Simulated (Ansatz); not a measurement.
## YN: how much do the potentials matter?

YN in the rock-salt structure, relaxed with PBE.

```
Y N
1.0
     0.00000    2.45393    2.45393
     2.45393    0.00000    2.45393
     2.45393    2.45393    0.00000
Y N
1 1
Direct
  0.00000 0.00000 0.00000
  0.50000 0.50000 0.50000
```

DFT in Ansatz; PBE; k mesh 6×6×6; fixed occupations; no spin. Harmonic phonons by linear response, frequencies in cm⁻¹, imaginary ones marked i; at Γ the three translations are left out and no LO–TO term is added.

Caveats: coarse k mesh; narrow gap, sensitive to the k mesh; the program warns that the mesh is coarse for the field response; soft modes or ε∞ of this crystal moved by over a tenth between k meshes, so they aren't converged.

The reference is the run on all-electron PAW datasets (no frozen core) at 340 eV and 14.78 Å³ an atom: mean ε∞ 10.73; mean Born charge of Y (e) 4.83.

Task: The same calculation was made on Ansatz generated PAW, Ansatz hand-made PAW, JTH PAW, PseudoDojo norm-conserving, Ansatz norm-conserving. How far do the results move?

Result: 
```json
{"potentials": "Ansatz generated PAW", "cutoff (eV)": "420", "mean ε∞": "10.74", "mean Born charge of Y (e)": "4.83"}
{"potentials": "Ansatz hand-made PAW", "cutoff (eV)": "870", "mean ε∞": "10.73", "mean Born charge of Y (e)": "4.83"}
{"potentials": "JTH PAW", "cutoff (eV)": "1320", "mean ε∞": "10.73", "mean Born charge of Y (e)": "4.83"}
{"potentials": "PseudoDojo norm-conserving", "cutoff (eV)": "1143", "mean ε∞": "10.68", "mean Born charge of Y (e)": "4.82"}
{"potentials": "Ansatz norm-conserving", "cutoff (eV)": "1240", "mean ε∞": "10.73", "mean Born charge of Y (e)": "4.83"}
```

The largest move in the table is 0.06, in the mean ε∞ on PseudoDojo norm-conserving.
